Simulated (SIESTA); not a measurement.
## C under changes of volume

One of the cells (5.672 Å³/atom); the others are scaled copies at fixed shape and fractional positions:

```
C
1.0
     0.00000    1.78337    1.78337
     1.78337    0.00000    1.78337
     1.78337    1.78337    0.00000
C
2
Direct
  0.75000 0.75000 0.75000
  0.50000 0.50000 0.50000
```

This isn't the form of C at room conditions, which is graphite.

* Program: SIESTA 5.4.2
* Functional: LDA
* Potentials or basis: PseudoDojo 0.4 standard (LDA files)
* Basis: DZP (energy shift 0.003 Ry)
* Grid cutoff: 500 Ry
* Energy shift: 0.003 Ry
* k mesh: 13 × 13 × 13
* Occupations: fermi-dirac, width 0.05 eV
* Spin: no spin polarisation

```tsv
volume (Å³/atom)	energy over the lowest point (meV/atom)	pressure (GPa)	gap on the mesh (eV)
5.332	?	?	?
5.445	8.97	16.3	4.34
5.558	1.06	6.2	4.29
5.672	0.00	-3.1	4.24
5.785	5.23	-11.6	4.19
5.899	16.21	-19.3	4.14
6.012	32.41	-26.4	4.09
```

Question: What does the run at 5.332 Å³/atom give?

Answer: Energy over the lowest point 24.42 meV/atom; pressure 27.5 GPa; gap on the mesh 4.40 eV.

Worked out: A Birch-Murnaghan fit of order 3 (a polynomial in V^(-2/3)) to the other rows has its minimum at 5.63 Å³/atom with B0 = V·E''(V) = 454 GPa and B' = 3.4. It gives 24.32 meV/atom at 5.332 Å³/atom, against the run's 24.42, and -dE/dV = 27.4 GPa, against 27.5. A straight line through the other rows of the gap, of slope -2.52 eV per unit of ln V, extrapolates to 4.39 eV, against the run's 4.40.

Energies are extrapolated to zero smearing.

Caveats: an odd mesh through Γ misses points on the zone boundary, where band edges often lie; the basis of atomic orbitals isn't converged, which shifts pressures, moduli and gaps.
